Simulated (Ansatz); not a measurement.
# ZnS: a trial structure relaxed

Where does this trial cell of ZnS go when cell and atoms are let free?

Computed with Ansatz 0.2.0 (DFT PBE, scalar-relativistic, plane waves, PAW, unless a step's input says otherwise).

## Step 1: The system as given

The structure is cubic, space group Pm-3m (No. 221). Conventional cell: a = 3.408 Å, b = 3.408 Å, c = 3.408 Å, α = 90.00°, β = 90.00°, γ = 90.00°. Zn (site symmetry m-3m) is surrounded by 8 S at 2.95 Å. Around S (site symmetry m-3m) lie 8 Zn at 2.95 Å.

As a file:

```cif
data_structure
_symmetry_space_group_name_H-M 'Pm-3m'
_symmetry_Int_Tables_number 221
_cell_length_a 3.4080
_cell_length_b 3.4080
_cell_length_c 3.4080
_cell_angle_alpha 90.000
_cell_angle_beta 90.000
_cell_angle_gamma 90.000
_cell_volume 39.58
loop_
_atom_site_label
_atom_site_type_symbol
_atom_site_symmetry_multiplicity
_atom_site_Wyckoff_symbol
_atom_site_fract_x
_atom_site_fract_y
_atom_site_fract_z
_atom_site_occupancy
Zn1 Zn 1 b 0.50000 0.50000 0.50000 1
S1 S 1 a 0.00000 0.00000 0.00000 1
```

A structure generator made this guess: species swapped into a database cell of LiPb (Pm-3m, No. 221), with Zn on the Li sites and S on the Pb sites. Its size is a rough estimate.

## Step 2: The guess as it stands, on a coarse mesh

Contents of input.yaml:

```yaml
crystal:
  lattice:
    - [3.4079697, 0.0, 0.0]
    - [0.0, 3.4079697, 0.0]
    - [0.0, 0.0, 3.4079697]
  atoms:
    - { symbol: Zn, position: [0.5, 0.5, 0.5] }
    - { symbol: S, position: [0.0, 0.0, 0.0] }
basis:
  ecutwfc: 420
kpoints:
  mp_grid: { grid: [6, 6, 6] }
hamiltonian:
  xc: pbe
scf:
  occupations: { method: gaussian, width: 0.1 }
  lower_state_search: "off"
output:
  forces: true
  stress: true
  eigenvalues: true
```

On the command line:

```
$ ansatz run input.yaml --threads 1 --pin off --max-ram 2560MiB --backend cpu --events-out ev --progress --plain --runs-dir out
```

Log:

```text
[... 31 lines left out ...]
SCF 1 converged in 6 iterations: F = -4220.540122 eV  dr2 = 3.16e-8
SCF converged after 6 iterations
Free energy (F): -4220.540122 eV
Harris-Foulkes:  -4220.540122 eV  (|F-HF|=2.75e-8)
Internal energy: -4220.529739 eV  (E = F + TS)
E sigma→0 (E₀):  -4220.534930 eV
Entropy (-TS):   -0.010383 eV (-5.192 meV/atom)
Fermi energy:    6.517670 eV
--- Per-component energies (eV) ---
  E_band       = 11.276581
  E_kinetic    = 232.281399
  E_local      = -1903.467509  (includes V_loc(G=0)·N_el)
  E_nonlocal   = 646.492316
  E_hartree    = 789.650185
  E_xc         = -230.333827
  E_vxc        = -134.152941  (∫ρ·V_xc dr)
  E_paw        = -2432.231236  (= ΣΔE_a)
  E_vpaw       = -409.184638  (= ΣTr[D̂ρ^β])
  E_aug_tail   = -0.000342  (compensation charges beyond the density's cutoff)
  E_ewald      = -1322.920725
  E_smearing   = -0.010383  (= −TS)
  E_closure    = -0.000000  (closes the sum)
  Σ components = -4220.540122   (vs F -4220.540122, Δ=0.00e0)
--- Forces (eV/Å), atoms counted from 1 ---
  atom   1  Zn     0.00000000    -0.00000000     0.00000000
  atom   2  S     -0.00000000     0.00000000     0.00000000
  max |Σ_I F_I| component: 3.64e-29 eV/Å
--- Stress (GPa, compression-positive) ---
       -9.517027       0.000000       0.000000
       -0.000000      -9.517027       0.000000
        0.000000       0.000000      -9.517027
  P = ⅓ Tr σ = -9.5170 GPa (-95.170 kbar)
--- Band table (eV; the first three rows and the last of 20) ---
  k-point 0: bands = ["-6.5862", "-0.3249", "-0.3249", "-0.0865", "-0.0865", "-0.0865", "5.1139", "5.5107", "5.5107", "5.5107", "12.9241", "12.9241", "16.8938"]
  k-point 1: bands = ["-6.3887", "-0.3168", "-0.3008", "-0.1191", "-0.1191", "-0.0837", "3.2326", "5.7182", "5.7182", "6.9099", "13.1809", "13.3717", "15.7968"]
  k-point 2: bands = ["-5.9205", "-0.3294", "-0.3007", "-0.1816", "-0.1816", "-0.0781", "1.4723", "6.1871", "6.1871", "8.2471", "11.9268", "13.8748", "14.1475"]
  k-point 19: bands = ["-4.3144", "-0.4591", "-0.4591", "-0.4591", "-0.0013", "-0.0013", "4.2799", "4.2799", "4.2799", "7.9212", "8.4093", "8.4093", "8.4093"]
```

Run time: 0.83 s. Hardware: 1 thread of Arm Neoverse V1, shared host; peak memory 0.27 GiB.

Read-out: pressure -9.5 GPa, largest force 0.00 eV/Å, gap on this mesh none (metal). A guess like this is first relaxed loosely on the coarse mesh.

## Step 3: A loose first relaxation

input.yaml, as its differences from that of step 2:

```diff
@@ -21 +21,6 @@
   eigenvalues: true
+relax:
+  adjacent_minimum: "off"
+  f_tol: 0.04
+  max_steps: 70
+  cell: { stress_tol: 0.4 }
```

On the command line:

```
$ ansatz run input.yaml --threads 1 --pin off --max-ram 2560MiB --backend cpu --events-out ev --progress --plain --runs-dir out
```

Log:

```text
Warning: RAYON_NUM_THREADS=1 ignored (pool sized by the plan → 1); use --threads N
Engine: ansatz 0.2.0, aarch64-unknown-linux-gnu
Pseudopotentials: kind: paw
Pseudopotential: Zn, paw, valence charge 12, recommended cutoff 420 eV (normal), Zn.paw.azcp
Pseudopotential: S, paw, valence charge 6, recommended cutoff 420 eV (normal), S.paw.azcp
Functional definition: PBE
  parameter kappa = 0.804
  parameter beta = 0.06672455060314922
  exchange = pbe_x(kappa = kappa, mu = beta*pi^2/3)
  correlation = pbe_c(beta = beta)
Crystal: 2 atoms, lattice volume = 39.581 Å³
Basis set: ecut = 420 eV, 751 PW (Γ), exchange–correlation on 48×48×48 points (8 copies of the dense FFT grid, shifted against one another)
Bands: 13, of which v1, the nominal top of the filled ones, is band 9 counted from 1 (8 counted from 0)
Symmetry: 48 space group operations
Space group: Pm-3m (ITA 221), of the structure as read, at distance tolerance 3.4e-5 Å
k-points: 20 of 216
Non-local potential: Zn, projectors of the file, l = 0: 2, l = 1: 2, l = 2: 3, l = 3: 1
Non-local potential: S, projectors of the file, l = 0: 2, l = 1: 2, l = 2: 2
PAW form: soft (Blöchl's): semilocal exchange-correlation on the pseudo side does not see the compensation charge
PAW one-centre angular grid: Zn, 590 points (default); XC on 64 Gauss nodes
PAW one-centre angular grid: S, 110 points (default); XC on 64 Gauss nodes
Initial density: superposition of atomic densities (neutral atoms: chi_scale 0, normalization atom), corrected by the library's trained network
Initial wavefunctions: pseudopotential atomic-orbital guess
Functional: x = pbe(κ = 0.804, μ = 0.2195149727645171), c = pbe(β = 0.06672455060314922)
SCF iter   1: F=—  HF=-4220.540745 eV  |F-HF|=—  |Δ(HF+E_count)|=         —  Δρ=2.98e-3  dr2=3.97e-3  ethr=1.77e-3  ⟨swp⟩=5.2  Hψ=1435  notcnv=0
preconditioner: auto → none  [metal: Δε(μ)=0.008 eV  Ē_g=10.960 eV  σ=0.100 eV  W_gap=0.05  n_scr=6 (ndim 8)  ℏωp=25.0 eV  f_vac=0.000  D(μ)=2.02/eV (n_scr^D=18)  sad-step TF]
SCF iter   2: F=—  HF=-4220.540289 eV  |F-HF|=—  |Δ(HF+E_count)|=   4.56e-4  Δρ=1.51e-3  dr2=1.56e-3  ethr=2.21e-5  ⟨swp⟩=2.1  Hψ=543  notcnv=0
SCF iter   3: F=—  HF=-4220.539981 eV  |F-HF|=—  |Δ(HF+E_count)|=   3.08e-4  Δρ=7.59e-4  dr2=2.91e-4  ethr=8.66e-6  ⟨swp⟩=2.0  Hψ=360  notcnv=0
SCF iter   4: F=—  HF=-4220.539967 eV  |F-HF|=—  |Δ(HF+E_count)|=   1.39e-5  Δρ=3.04e-4  dr2=2.78e-5  ethr=1.62e-6  ⟨swp⟩=1.3  Hψ=289  notcnv=0
SCF iter   5: F=—  HF=-4220.540122 eV  |F-HF|=—  |Δ(HF+E_count)|=   1.54e-4  Δρ=2.48e-5  dr2=1.40e-7  ethr=1.54e-7  ⟨swp⟩=2.4  Hψ=428  notcnv=0
SCF iter   6: F=-4220.540122 eV  HF=-4220.540122 eV  |F-HF|=2.76e-8  |Δ(HF+E_count)|=   2.99e-7  Δρ=1.13e-5  dr2=3.17e-8  ethr=5.56e-10  ⟨swp⟩=5.0  Hψ=1237  notcnv=0
SCF 1 converged in 6 iterations: F = -4220.540122 eV  dr2 = 3.17e-8
relax step   1: F+E_penalty+E_count = -4220.54012196 eV  Δ(F+E_penalty+E_count) = +0.000e0 eV  max|allowed force component| = 1.640e-28 eV/Å  Δτ_max = 0.0000 Å  P = -9.517 GPa  Ω = 39.581 Å³  (6 SCF iters, dr2 threshold 1.00e-7 eV, accepted)
Crystal: 2 atoms, lattice volume = 34.070 Å³
Basis set: ecut = 420 eV, 691 PW (Γ), exchange–correlation on 48×48×48 points (8 copies of the dense FFT grid, shifted against one another)
Initial density: handed on by an earlier stage of this run
Initial wavefunctions: those handed on with the density
iter 1 solved again at ethr=2.56e-5 eV; its pass at ethr=3.10e-3 eV (dr2=4.61e-3 eV) is discarded
SCF iter   1: F=—  HF=-4220.777030 eV  |F-HF|=—  |Δ(HF+E_count)|=         —  Δρ=3.68e-3  dr2=4.42e-3  ethr=2.56e-5  ⟨swp⟩=1.4  Hψ=1957  notcnv=0
preconditioner: auto → none  [metal: Δε(μ)=0.062 eV  Ē_g=11.659 eV  σ=0.100 eV  W_gap=0.34  n_scr=6 (ndim 8)  ℏωp=27.0 eV  f_vac=0.000  D(μ)=2.38/eV (n_scr^D=26)]
SCF iter   2: F=—  HF=-4220.775849 eV  |F-HF|=—  |Δ(HF+E_count)|=   1.18e-3  Δρ=2.27e-3  dr2=4.60e-4  ethr=2.46e-5  ⟨swp⟩=2.0  Hψ=396  notcnv=0
SCF iter   3: F=—  HF=-4220.775647 eV  |F-HF|=—  |Δ(HF+E_count)|=   2.02e-4  Δρ=9.01e-4  dr2=1.06e-4  ethr=2.56e-6  ⟨swp⟩=2.0  Hψ=403  notcnv=0
SCF iter   4: F=—  HF=-4220.775783 eV  |F-HF|=—  |Δ(HF+E_count)|=   1.35e-4  Δρ=3.78e-4  dr2=1.75e-5  ethr=5.88e-7  ⟨swp⟩=2.5  Hψ=451  notcnv=0
SCF iter   5: F=—  HF=-4220.775792 eV  |F-HF|=—  |Δ(HF+E_count)|=   9.12e-6  Δρ=6.55e-5  dr2=6.19e-7  ethr=9.73e-8  ⟨swp⟩=2.5  Hψ=434  notcnv=0
SCF iter   6: F=-4220.775792 eV  HF=-4220.775792 eV  |F-HF|=6.59e-9  |Δ(HF+E_count)|=   2.85e-7  Δρ=7.13e-6  dr2=1.13e-8  ethr=1.11e-9  ⟨swp⟩=4.6  Hψ=1084  notcnv=0
SCF 2 converged in 6 iterations: F = -4220.775792 eV  dr2 = 1.13e-8
relax step   2: F+E_penalty+E_count = -4220.77579206 eV  Δ(F+E_penalty+E_count) = -2.357e-1 eV  max|allowed force component| = 8.020e-30 eV/Å  Δτ_max = 0.0000 Å  P = -3.072 GPa  Ω = 34.070 Å³  energy of the carried Pulay correction = +1.640e-3 eV  (6 SCF iters, dr2 threshold 2.00e-7 eV, accepted)
Crystal: 2 atoms, lattice volume = 31.954 Å³
Basis set: ecut = 420 eV, 619 PW (Γ), exchange–correlation on 48×48×48 points (8 copies of the dense FFT grid, shifted against one another)
iter 1 solved again at ethr=8.73e-6 eV; its pass at ethr=3.10e-3 eV (dr2=1.57e-3 eV) is discarded
SCF iter   1: F=—  HF=-4220.789116 eV  |F-HF|=—  |Δ(HF+E_count)|=         —  Δρ=1.74e-3  dr2=1.55e-3  ethr=8.73e-6  ⟨swp⟩=1.3  Hψ=1966  notcnv=0
preconditioner: auto → none  [insulator: Δε(μ)=0.270 eV  Ē_g=11.900 eV  σ=0.100 eV  W_gap=0.50  n_scr=6 (ndim 8)  ℏωp=27.9 eV  f_vac=0.000  D(μ)=2.39/eV (n_scr^D=26)  ε∞_Penn≈6.5]
SCF iter   2: F=—  HF=-4220.788808 eV  |F-HF|=—  |Δ(HF+E_count)|=   3.08e-4  Δρ=1.27e-3  dr2=2.28e-4  ethr=8.59e-6  ⟨swp⟩=2.2  Hψ=377  notcnv=0
SCF iter   3: F=—  HF=-4220.788785 eV  |F-HF|=—  |Δ(HF+E_count)|=   2.28e-5  Δρ=3.81e-4  dr2=6.57e-5  ethr=1.27e-6  ⟨swp⟩=2.0  Hψ=371  notcnv=0
SCF iter   4: F=—  HF=-4220.788810 eV  |F-HF|=—  |Δ(HF+E_count)|=   2.52e-5  Δρ=1.47e-4  dr2=3.52e-6  ethr=3.65e-7  ⟨swp⟩=2.0  Hψ=396  notcnv=0
iter 5 did not close the SCF: its close was put off for the readings that it lacked (scf_convergence_deferred on its scf_iter line)
SCF iter   5: F=-4220.788811 eV  HF=-4220.788811 eV  |F-HF|=6.04e-9  |Δ(HF+E_count)|=   3.52e-7  Δρ=6.65e-6  dr2=1.28e-8  ethr=1.96e-8  ⟨swp⟩=2.1  Hψ=409  notcnv=0
SCF iter   6: F=-4220.788811 eV  HF=-4220.788811 eV  |F-HF|=1.17e-9  |Δ(HF+E_count)|=   2.56e-9  Δρ=2.13e-6  dr2=1.92e-9  ethr=7.10e-11  ⟨swp⟩=1.4  Hψ=803  notcnv=0
SCF 3 converged in 6 iterations: F = -4220.788811 eV  dr2 = 1.92e-9
relax step   3: F+E_penalty+E_count = -4220.78881072 eV  Δ(F+E_penalty+E_count) = -1.302e-2 eV  max|allowed force component| = 4.207e-30 eV/Å  Δτ_max = 0.0000 Å  P = +1.460 GPa  Ω = 31.954 Å³  energy of the carried Pulay correction = +2.338e-3 eV  (6 SCF iters, dr2 threshold 2.00e-7 eV, accepted)
Crystal: 2 atoms, lattice volume = 32.606 Å³
iter 1 solved again at ethr=1.11e-6 eV; its pass at ethr=3.10e-3 eV (dr2=2.00e-4 eV) is discarded
SCF iter   1: F=—  HF=-4220.791292 eV  |F-HF|=—  |Δ(HF+E_count)|=         —  Δρ=6.02e-4  dr2=1.99e-4  ethr=1.11e-6  ⟨swp⟩=2.0  Hψ=1895  notcnv=0
preconditioner: auto → none  [metal: Δε(μ)=0.049 eV  Ē_g=11.780 eV  σ=0.100 eV  W_gap=0.27  n_scr=6 (ndim 8)  ℏωp=27.6 eV  f_vac=0.000  D(μ)=2.41/eV (n_scr^D=26)]
SCF iter   2: F=—  HF=-4220.791305 eV  |F-HF|=—  |Δ(HF+E_count)|=   1.22e-5  Δρ=4.27e-4  dr2=3.30e-5  ethr=1.11e-6  ⟨swp⟩=2.4  Hψ=386  notcnv=0
SCF iter   3: F=—  HF=-4220.791303 eV  |F-HF|=—  |Δ(HF+E_count)|=   1.27e-6  Δρ=1.35e-4  dr2=9.58e-6  ethr=1.83e-7  ⟨swp⟩=2.0  Hψ=372  notcnv=0
SCF iter   4: F=—  HF=-4220.791300 eV  |F-HF|=—  |Δ(HF+E_count)|=   3.51e-6  Δρ=4.48e-5  dr2=3.37e-7  ethr=5.32e-8  ⟨swp⟩=2.1  Hψ=402  notcnv=0
iter 5 did not close the SCF: its close was put off for the readings that it lacked (scf_convergence_deferred on its scf_iter line)
SCF iter   5: F=-4220.791300 eV  HF=-4220.791300 eV  |F-HF|=2.15e-10  |Δ(HF+E_count)|=   6.68e-8  Δρ=2.61e-6  dr2=1.46e-9  ethr=1.87e-9  ⟨swp⟩=2.5  Hψ=433  notcnv=0
SCF iter   6: F=-4220.791300 eV  HF=-4220.791300 eV  |F-HF|=2.23e-10  |Δ(HF+E_count)|=   1.03e-9  Δρ=9.54e-7  dr2=3.80e-10  ethr=8.10e-12  ⟨swp⟩=1.0  Hψ=784  notcnv=0
SCF 4 converged in 6 iterations: F = -4220.791300 eV  dr2 = 3.80e-10
relax step   4: F+E_penalty+E_count = -4220.79129988 eV  Δ(F+E_penalty+E_count) = -2.489e-3 eV  max|allowed force component| = 1.288e-29 eV/Å  Δτ_max = 0.0000 Å  P = -0.103 GPa  Ω = 32.606 Å³  energy of the carried Pulay correction = +2.118e-3 eV  (6 SCF iters, dr2 threshold 2.00e-7 eV, accepted)
Initial wavefunctions: pseudopotential atomic-orbital guess (no wavefunctions were taken with the density)
iter 1 solved again at ethr=2.11e-7 eV; its pass at ethr=3.10e-3 eV (dr2=3.80e-5 eV) is discarded
SCF iter   1: F=—  HF=-4220.789260 eV  |F-HF|=—  |Δ(HF+E_count)|=         —  Δρ=2.72e-4  dr2=7.93e-6  ethr=2.11e-7  ⟨swp⟩=3.0  Hψ=2093  notcnv=0
preconditioner: auto → none  [metal: Δε(μ)=0.050 eV  Ē_g=11.790 eV  σ=0.100 eV  W_gap=0.27  n_scr=6 (ndim 8)  ℏωp=27.6 eV  f_vac=0.000  D(μ)=2.42/eV (n_scr^D=26)]
SCF iter   2: F=—  HF=-4220.789254 eV  |F-HF|=—  |Δ(HF+E_count)|=   5.62e-6  Δρ=3.66e-4  dr2=2.05e-5  ethr=4.41e-8  ⟨swp⟩=2.0  Hψ=428  notcnv=0
SCF iter   3: F=—  HF=-4220.789307 eV  |F-HF|=—  |Δ(HF+E_count)|=   5.26e-5  Δρ=7.14e-5  dr2=1.57e-6  ethr=4.41e-8  ⟨swp⟩=2.0  Hψ=411  notcnv=0
SCF iter   4: F=—  HF=-4220.789306 eV  |F-HF|=—  |Δ(HF+E_count)|=   1.30e-6  Δρ=1.31e-5  dr2=6.59e-8  ethr=8.71e-9  ⟨swp⟩=2.0  Hψ=417  notcnv=0
iter 5 did not close the SCF: its close was put off for the readings that it lacked (scf_convergence_deferred on its scf_iter line)
SCF iter   5: F=-4220.789306 eV  HF=-4220.789306 eV  |F-HF|=7.55e-11  |Δ(HF+E_count)|=   1.53e-9  Δρ=4.83e-7  dr2=2.71e-11  ethr=3.66e-10  ⟨swp⟩=1.7  Hψ=315  notcnv=0
SCF iter   6: F=-4220.789306 eV  HF=-4220.789306 eV  |F-HF|=9.09e-13  |Δ(HF+E_count)|=  1.59e-10  Δρ=1.82e-7  dr2=5.01e-12  ethr=1.00e-12  ⟨swp⟩=1.9  Hψ=868  notcnv=0
SCF 5 converged in 6 iterations: F = -4220.789306 eV  dr2 = 5.01e-12
relax step   5: F+E_penalty+E_count = -4220.78930562 eV  Δ(F+E_penalty+E_count) = +1.994e-3 eV  max|allowed force component| = 1.104e-29 eV/Å  Δτ_max = 0.0000 Å  P = -0.113 GPa  Ω = 32.606 Å³  stress off target by 1.13e-1 GPa  SCF on the basis re-selected at this cell (its energy is not comparable with the rows above)  (6 SCF iters)
basis re-selected at this cell: Δ(F+E_penalty+E_count) = +1.994e-3 eV, ΔP = -0.010 GPa vs the last step (what re-selecting the basis moved, of the pressure what is left beyond the Pulay correction that the steps carried, after the strain that the cell walked since its last selection, with what the two solves' SCF thresholds leave and, on support functions, any second-order correction that the steps lacked; it is no measure of the basis error at this ecutwfc). This SCF's stress stands 1.13e-1 GPa from its target on what of the cell is left free (relax.cell.stress_tol is 4.00e-1 GPa) and its largest allowed force component is 1.10e-29 eV/Å (relax.f_tol is 4.00e-2 eV/Å): within both
SCF converged after 6 iterations
Free energy (F): -4220.789306 eV
Harris-Foulkes:  -4220.789306 eV  (|F-HF|=9.09e-13)
Internal energy: -4220.777197 eV  (E = F + TS)
E sigma→0 (E₀):  -4220.783251 eV
Entropy (-TS):   -0.012109 eV (-6.054 meV/atom)
Fermi energy:    9.188891 eV
--- Per-component energies (eV) ---
  E_band       = 51.606994
  E_kinetic    = 236.472958
  E_local      = -1769.688151  (includes V_loc(G=0)·N_el)
  E_nonlocal   = 645.727165
  E_hartree    = 741.819274
  E_xc         = -232.800662
  E_vxc        = -137.504656  (∫ρ·V_xc dr)
  E_paw        = -2431.085882  (= ΣΔE_a)
  E_vpaw       = -407.038631  (= ΣTr[D̂ρ^β])
  E_aug_tail   = -0.000334  (compensation charges beyond the density's cutoff)
  E_ewald      = -1411.221565
  E_smearing   = -0.012109  (= −TS)
  E_closure    = 0.000000  (closes the sum)
  Σ components = -4220.789306   (vs F -4220.789306, Δ=0.00e0)
--- Forces (eV/Å), atoms counted from 1 ---
  atom   1  Zn     0.00000000    -0.00000000     0.00000000
  atom   2  S     -0.00000000     0.00000000     0.00000000
  max |Σ_I F_I| component: 1.34e-29 eV/Å
--- Stress (GPa, compression-positive) ---
       -0.113432      -0.000000       0.000000
       -0.000000      -0.113432       0.000000
        0.000000       0.000000      -0.113432
  P = ⅓ Tr σ = -0.1134 GPa (-1.134 kbar)
--- Band table (eV; the first three rows and the last of 20) ---
  k-point 0: bands = ["-5.3224", "2.0294", "2.0294", "2.4181", "2.4181", "2.4181", "7.8182", "7.8182", "7.8182", "8.5314", "15.2213", "15.2213", "21.2366"]
  k-point 1: bands = ["-5.0488", "2.0454", "2.0456", "2.3585", "2.3585", "2.4230", "5.4707", "8.1077", "8.1077", "10.1463", "15.4758", "16.3457", "19.4519"]
  k-point 2: bands = ["-4.3657", "1.7757", "2.0775", "2.2476", "2.2476", "2.4330", "3.4251", "8.7720", "8.7720", "11.5718", "15.6254", "16.1467", "17.2116"]
  k-point 19: bands = ["-1.8462", "1.6907", "1.6907", "1.6907", "2.5578", "2.5578", "6.4966", "6.4966", "6.4966", "10.4284", "10.4284", "10.4284", "11.3557"]
--- Relaxed structure (4 steps of the walk, 4 accepted, 1 SCFs on fresh bases) ---
  F+E_penalty+E_count = -4220.78930562 eV   max|allowed force component| = 1.104e-29 eV/Å   (the final SCF, on the basis selected at the relaxed cell)
  cell:  # Å, volume = 32.6064 Å³
    - [3.1947313292672215, 1.6691392851356043e-33, -1.2839532962581571e-33]
    - [2.4395112628904986e-33, 3.1947313292672215, 0.0]
    - [-7.703719777548942e-34, 0.0, 3.1947313292672215]
  atoms:
    - { symbol: Zn, position: [0.5000000000000001, 0.5000000000000001, 0.5000000000000001] }
    - { symbol: S, position: [-4.9470428533762945e-46, 1.5070008354344346e-34, 3.014001670868033e-34] }
```

Wall time 4.2 s (1 thread of Arm Neoverse V1, shared host); peak memory 0.28 GiB.

Relaxation path:

```csv
step,E - E(step 1) (eV/cell),largest force component (eV/Å),pressure (GPa),volume (Å³)
1,0.0000,0.0000,-9.52,39.58
2,-0.2357,0.0000,-3.07,34.07
3,-0.2487,0.0000,1.46,31.95
4,-0.2512,0.0000,-0.10,32.61
5,-0.2492,0.0000,-0.11,32.61
```

Step 1 is the start. Step 5 repeats the geometry before it on a plane-wave basis chosen anew for that cell, so its energy need not be comparable with the rows above.

|  | before | after | change |
| --- | --- | --- | --- |
| a (Å) | 3.408 | 3.195 | -6.3 % |
| b (Å) | 3.408 | 3.195 | -6.3 % |
| c (Å) | 3.408 | 3.195 | -6.3 % |
| volume (Å³/atom) | 19.79 | 16.30 | -17.6 % |
| shortest distance (Å) | 2.951 | 2.767 | -6.3 % |
| space group (0.01 Å) | Pm-3m | Pm-3m | same |

The run keeps the 48 symmetry operations of the start, so it could not have lowered the symmetry.

[end of part 1 of 2]
